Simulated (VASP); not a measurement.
The system is Hf.

```
Hf
1.0
     3.19670    0.00000    0.00000
    -1.59835    2.76842    0.00000
     0.00000    0.00000    5.05780
Hf
2
Direct
  0.66667 0.33333 0.75000
  0.33333 0.66667 0.25000
```

* Program: VASP 6.6.1
* Task: relaxation of cell and atoms
* Functional: PBEsol
* Potentials or basis: VASP PAW PBE potentials, release 64 (Hf_pv)
* Cutoff: 600 eV
* k mesh: 8 × 8 × 4
* Occupations: fermi-dirac, width 0.05 eV
* Spin: no spin polarisation

At the start: pressure -4.4 GPa; volume 22.38 Å³/atom.

Task: How do energy, volume and symmetry change on relaxing?

Result: Over 7 steps the energy falls by 12.4 meV/atom and the volume is 21.50 Å³/atom (-3.9 %); space group P6_3/mmc (No. 194, to 0.05 Å).

Step by step:
```
step  energy change (eV)  largest force (eV/Å)  pressure (GPa)  volume (Å³)
   1              0.0000                0.0000           -4.38        44.76
   2              0.0157                0.0000            6.47        40.91
   3             -0.0248                0.0000           -0.05        43.02
   4             -0.0248                0.0000            0.04        42.99
   5             -0.0248                0.0000           -0.05        43.02
   6             -0.0248                0.0000           -0.04        43.02
   7             -0.0248                0.0000            0.01        43.00
```

Final structure:
```cif
data_structure
_symmetry_space_group_name_H-M 'P 1'
_symmetry_Int_Tables_number 1
_cell_length_a 3.1559
_cell_length_b 3.1559
_cell_length_c 4.9850
_cell_angle_alpha 90.000
_cell_angle_beta 90.000
_cell_angle_gamma 120.000
_cell_volume 43.00
loop_
_atom_site_label
_atom_site_type_symbol
_atom_site_fract_x
_atom_site_fract_y
_atom_site_fract_z
_atom_site_occupancy
Hf1 Hf 0.66667 0.33333 0.75000 1
Hf2 Hf 0.33333 0.66667 0.25000 1
```

Caveat: the PAW data sets were made with another functional, which shifts forces and pressure a little.
